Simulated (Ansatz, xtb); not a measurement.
C4H6: which of two isomers lies lower

Structure a is `C=CC=C`, a singlet and structure b is `C1=CCC1`, a singlet. Both are isolated molecules in the gas phase, relaxed with PBE0-D3(BJ)/def2-SVP; the shapes shown needn't be the lowest conformers.

a (Å):

```yaml
atoms:
  - { symbol: C, position_ang: [-1.8280, -0.8762, -1.8302] }
  - { symbol: C, position_ang: [-1.3524, -0.4739, -0.6437] }
  - { symbol: C, position_ang: [0.0594, -0.2900, -0.3464] }
  - { symbol: C, position_ang: [0.5351, 0.1121, 0.8401] }
  - { symbol: H, position_ang: [-2.8990, -1.0002, -2.0056] }
  - { symbol: H, position_ang: [-1.1561, -1.0947, -2.6663] }
  - { symbol: H, position_ang: [-2.0534, -0.2632, 0.1732] }
  - { symbol: H, position_ang: [0.7604, -0.5007, -1.1633] }
  - { symbol: H, position_ang: [1.6061, 0.2360, 1.0156] }
  - { symbol: H, position_ang: [-0.1368, 0.3304, 1.6763] }
```

b (Å):

```csv
atom,x (Å),y (Å),z (Å)
C,-1.1519,-1.3134,-0.9025
C,-0.6652,-1.1616,0.3387
C,-0.1674,0.2413,0.0890
C,-0.7327,0.0651,-1.3525
H,-1.6666,-2.1308,-1.4155
H,-0.6332,-1.8085,1.2200
H,0.9250,0.3817,0.1460
H,-0.6491,1.0359,0.6832
H,0.0226,0.1003,-2.1555
H,-1.5516,0.7544,-1.6182
```

Question: Estimate which is lower in electronic energy at CCSD(T)/def2-TZVP, and by roughly how much.

Answer: The CCSD(T)/def2-TZVP calculation puts structure a lower, by 48.7 kJ/mol.

Level by level:

```csv
level,geometry,E(b) − E(a) (kJ/mol),departure from the last row (kJ/mol),"job, with rough time for the two"
GFN2-xTB,GFN2-xTB,−13.8,−62.5,"optimisation, 0.072 s"
HF/STO-3G,GFN2-xTB,−54.4,−103.0,"single point, 0.22 s"
r2SCAN-D4/def2-SVP,GFN2-xTB,+41.3,−7.4,"single point, 1.6 s"
PBE0-D3(BJ)/def2-SVP,PBE0-D3(BJ)/def2-SVP,+26.0,−22.6,"optimisation, 11 s"
HF/def2-TZVP,PBE0-D3(BJ)/def2-SVP,+64.2,+15.5,part of the CCSD(T) run
MP2/def2-TZVP,PBE0-D3(BJ)/def2-SVP,+39.4,−9.2,part of the CCSD(T) run
CCSD(T)/def2-TZVP,PBE0-D3(BJ)/def2-SVP,+48.7,,"single point, 27 s"
```

As drawn, b has 2 C–C in place of 1 C=C. Structure a has no ring, b a 4-membered ring.

GFN2-xTB, HF/STO-3G put the two in the other order. The largest departure from CCSD(T)/def2-TZVP is that of HF/STO-3G, 103.0 kJ/mol.

With harmonic frequencies from PBE0-D3(BJ)/def2-SVP (ideal gas, rigid rotor, one conformer each, 298.15 K, 1 atm): the zero-point term adds +4.0 kJ/mol; ΔH is +50.4 and ΔG +54.9 kJ/mol.

The correlated steps freeze 4 core orbitals. Codes used: Ansatz 0.2.0, xtb 6.7.1; the last row on 2 threads of Intel(R) Xeon(R) 6975P-C (Granite Rapids) on a shared host.
